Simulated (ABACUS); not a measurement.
Input of an ABACUS 3.10.1 run:

File run_abacus.py:

```python
"""ABACUS run from a structure file: ASE reads it, the script writes STRU, KPT and INPUT."""
import re
import subprocess
from ase.io import read
from ase.units import Bohr

atoms = read("POSCAR")
atoms = atoms[(-atoms.numbers).argsort(kind="stable")]  # ABACUS lists atoms element by element
pseudo = {'Au': 'Au.upf'}
orbital = {}
magmoms = None
kmesh = [9, 9, 9]
params = {
    'suffix': 'Au',
    'calculation': 'scf',
    'basis_type': 'pw',
    'pseudo_dir': './',
    'symmetry': 1,
    'dft_functional': 'LDA_X+LDA_C_PW',
    'ecutwfc': 76,
    'pseudo_rcut': 10,
    'nspin': 1,
    'nbands': 20,
    'ks_solver': 'dav',
    'smearing_method': 'fd',
    'smearing_sigma': 0.00367493,
    'scf_thr': 1e-08,
    'scf_nmax': 100,
    'mixing_type': 'broyden',
    'mixing_beta': 0.7,
    'cal_force': 1,
    'cal_stress': 1,
    'out_chg': 1,
    'kpar': 4,
}

symbols = atoms.get_chemical_symbols()
elements = list(dict.fromkeys(symbols))
lines = ["ATOMIC_SPECIES"] + [f"{e} {atoms.get_masses()[symbols.index(e)]:.4f} {pseudo[e]}" for e in elements]
if orbital:
    lines += ["", "NUMERICAL_ORBITAL"] + [orbital[e] for e in elements]
lines += ["", "LATTICE_CONSTANT", f"{1 / Bohr:.10f}", "", "LATTICE_VECTORS"]
lines += [" ".join(f"{x:.10f}" for x in v) for v in atoms.cell]
lines += ["", "ATOMIC_POSITIONS", "Direct"]
for e in elements:
    lines += ["", e, "0.0", str(symbols.count(e))]
    for i, p in enumerate(atoms.get_scaled_positions(wrap=False)):
        if symbols[i] == e:
            mag = "" if magmoms is None else " mag " + " ".join(str(x) for x in (magmoms[i] if isinstance(magmoms[i], list) else [magmoms[i]]))
            lines.append(" ".join(f"{x:.10f}" for x in p) + " 1 1 1" + mag)
open("STRU", "w").write("\n".join(lines) + "\n")
open("KPT", "w").write("K_POINTS\n0\nGamma\n%d %d %d 0 0 0\n" % tuple(kmesh))
open("INPUT", "w").write("INPUT_PARAMETERS\n" + "".join(f"{k:<20s}{v}\n" for k, v in params.items()))

done = subprocess.run(['mpirun', '-np', '4', 'abacus'])
if done.returncode:
    raise SystemExit(done.returncode)
log = open("OUT.Au/running_scf.log").read()
print("final energy (eV):", re.findall(r"FINAL_ETOT_IS (\S+)", log))
```

The input POSCAR:

```
Au
1.0
    0.0000000000      2.0350000000      2.0350000000
    2.0350000000      0.0000000000      2.0350000000
    2.0350000000      2.0350000000      0.0000000000
Au
1
Direct
    0.0000000000      0.0000000000      0.0000000000
```

Potentials or basis: PseudoDojo NC SR 0.4.1 LDA stringent, plane waves.

Run with:

```sh
$ OMP_NUM_THREADS=1 python run_abacus.py > log
```

Q: Estimate the band gap on the k mesh.

A: None (metal or under the smearing width).

Q: Predict the pressure.

A: -3.5 GPa.

The run has no spin-orbit coupling, so splittings on Au are missing.
